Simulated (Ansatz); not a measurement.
What F vacancy, symmetric start does to SrF2

Take an 18-atom supercell of SrF2 in the fluorite structure (space group Fm-3m, No. 225; a = 5.857 Å) at its relaxed geometry as the base.

One thing is altered: a neutral F vacancy, symmetric start, atoms relaxed at fixed cell.

Level of theory: PBE (Ansatz, a quantum-chemistry and plane-wave program, PAW, without spin-orbit coupling). Settings: 4×4×4 k-points, 0.01 eV Fermi–Dirac smearing.

| quantity | base | changed | shift |
|---|---|---|---|
| pressure | 0.0 GPa | 0.4 GPa | +0.4 GPa |
| gap of the supercell | 6.78 eV | 0.12 eV | -6.66 eV |
| total moment of the cell | – | 1.0 μB | – |
| energy gained by relaxation | – | 0.02 eV | – |
| mean distance from the defect site to its nearest host atoms | 2.54 Å | 2.57 Å | +0.03 Å |

Other magnetic orders, which the real material may have, were not ruled out. In so small a cell the defect repeats every few ångströms: this is an ordered compound, not a dilute defect. The defect started on the symmetric site and kept its symmetry, so it may sit on a saddle. Where the two band edges lie in opposite spin channels, the gap is a spin-flip gap. The defect cell is spin-polarised and ends with 1.0 μB.
